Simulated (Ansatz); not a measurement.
The system is Gd.

```
CELL_PARAMETERS angstrom
-2.02500 2.02500 2.02500
2.02500 -2.02500 2.02500
2.02500 2.02500 -2.02500
ATOMIC_POSITIONS crystal
Gd 0.00000 0.00000 0.00000
```

This isn't the form of Gd at room conditions, which is hcp.

| Property | Result |
| --- | --- |
| Program | Ansatz 0.2.0 |
| Task | single point |
| Functional | PBE |
| Potentials or basis | Ansatz PAW |
| Cutoff | 420 eV (not typed: the program's choice for these potentials) |
| k mesh | 9 × 9 × 9 |
| Occupations | fermi-dirac, width 0.05 eV |
| Spin | collinear spin, ferromagnetic start |
| Starting moments | [7.0] μB |

On this cell: pressure -0.1 GPa; net moment 7.60 μB per cell; site moments Gd +7.32 μB; band gap on the k mesh none (metal or under the smearing width).

The same run follows on a disturbed copy (cell strained at random at fixed volume):

```
Gd
1.0
    -2.04397    1.92790    1.96623
     2.03035   -2.06039    2.08509
     2.06449    2.08091   -2.09872
Gd
1
Direct
  0.01011 0.00855 0.01139
```

What does the disturbed cell give?

The energy (extrapolated to zero smearing) moves by +12.1 meV/atom; pressure 0.0 GPa; net moment 7.61 μB per cell; site moments Gd +7.30 μB; band gap on the k mesh none (metal or under the smearing width).

Stress tensor (GPa, compression positive):
```
 0.08 -0.25  0.15
-0.25 -0.08  1.64
 0.15  1.64 -0.05
```

Caveats: spin-orbit coupling is left out, which moves the levels of the heavy elements.
